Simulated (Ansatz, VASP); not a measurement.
WSe2 in VASP and in Ansatz

File INCAR:

```
SYSTEM = WSe2
PREC = Accurate
ENCUT = 520
EDIFF = 1E-6
ISMEAR = 0
SIGMA = 0.05
LREAL = .FALSE.
LASPH = .TRUE.
NELM = 100
ALGO = Normal
ISIF = 2
LWAVE = .FALSE.
LCHARG = .TRUE.
GGA = PS
LELF = .TRUE.
LVHAR = .TRUE.
NBANDS = 35
```

File KPOINTS:

```
Automatic mesh
0
G
  9 9 2
  0 0 0
```

File POSCAR:

```
WSe2
1.0
    3.2705808386      0.0000000000      0.0000000000
   -1.6352904193      2.8324060913      0.0000000000
    0.0000000000      0.0000000000     23.9869951139
W Se
2 4
Direct
    0.6666666667      0.3333333333      0.1145554758
    0.3333333333      0.6666666667      0.8623778584
    0.3333333333      0.6666666667      0.2073407565
    0.6666666667      0.3333333333      0.9321940382
    0.3333333333      0.6666666667      0.0678059618
    0.6666666667      0.3333333333      0.7926592435
```

Input for Ansatz:

```yaml
crystal:
  lattice:
    - [3.2705808386, 0.0, 0.0]
    - [-1.6352904193, 2.8324060913, 0.0]
    - [0.0, 0.0, 23.9869951139]
  atoms:
    - { symbol: W, position: [0.6666666667, 0.3333333333, 0.1145554758] }
    - { symbol: W, position: [0.3333333333, 0.6666666667, 0.8623778584] }
    - { symbol: Se, position: [0.3333333333, 0.6666666667, 0.2073407565] }
    - { symbol: Se, position: [0.6666666667, 0.3333333333, 0.9321940382] }
    - { symbol: Se, position: [0.3333333333, 0.6666666667, 0.0678059618] }
    - { symbol: Se, position: [0.6666666667, 0.3333333333, 0.7926592435] }
basis:
  ecutwfc: 420
kpoints:
  mp_grid: { grid: [9, 9, 2] }
hamiltonian:
  xc: pbesol
  pseudopotentials: { kind: paw, azcp: { folder: soft_1 } }
scf:
  occupations: { method: gaussian, width: 0.05 }
output:
  forces: true
  stress: true
  eigenvalues: true
```

Alike in both runs: task single point; functional PBEsol; k mesh 9 × 9 × 2; occupations gaussian, width 0.05 eV; no spin polarisation.

|  | VASP | Ansatz |
| --- | --- | --- |
| version | VASP 6.6.1 | Ansatz 0.2.0 |
| potentials or method | VASP PAW PBE potentials, release 64 (W_sv, Se) | scalar-relativistic, plane waves, PAW |
| plane-wave cutoff (eV) | 520 | 420 |
| valence electrons in the cell | 52 | 92 |

Ansatz gave:

```
gap on the k mesh at the Fermi level (eV) : none
rms of the force components (eV/Å)        : 3.661
```

Question: Which values does VASP return?

Answer: gap on the k mesh at the Fermi level (eV): none; rms of the force components (eV/Å): 3.693.

Atom by atom the forces differ by 0.041 eV/Å (rms over components). A gap of «none» marks a metal or a gap that the smearing closes. The two sets of potentials don't hold the same shells in valence. Ansatz warned: «pseudo_functional_mismatch».

Caveats: the PAW data sets were made with another functional, which shifts forces and pressure a little (VASP). The runs have no spin-orbit coupling, so splittings on W are missing.
